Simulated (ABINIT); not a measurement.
The system is Ru.

```xyz
2
Lattice="2.7058 0.0000 0.0000 -1.3529 2.3433 0.0000 0.0000 0.0000 4.2819" Properties=species:S:1:pos:R:3 pbc="T T T"
Ru    1.3529    0.7811    3.2114
Ru    0.0000    1.5622    1.0705
```

Base run:

| Property | Result |
| --- | --- |
| Program | ABINIT 10.8.3 (patched build) |
| Functional | BLYP |
| Potentials or basis | JTH PAW PBE v2.0 |
| Cutoff | 408 eV |
| k mesh | 11 × 11 × 6 |
| Occupations | fermi-dirac, width 0.05 eV |
| Spin | no spin polarisation |

Its results: band gap on the k mesh none (metal or under the smearing width); pressure 19.2 GPa.

**Question.** After a change of settings the same cell gave: band gap on the k mesh none (metal or under the smearing width); pressure -6.0 GPa. Which change was it?
A. functional from BLYP to rPW86PBE
B. functional from BLYP to PBEsol
C. functional from BLYP to PW91
D. functional from BLYP to revPBE

**Answer.** B.

PBEsol binds more tightly than BLYP, so the same cell stands under less pressure.

Caveats: so large a pressure means that the cell lies far from this level's equilibrium, or that cutoff or potentials fall short (some runs); the potentials were made for another functional, which shifts forces and pressure (some runs); the PAW data sets were made with another functional, which shifts forces and pressure a little (some runs).

Not every run made on this cell is shown here.
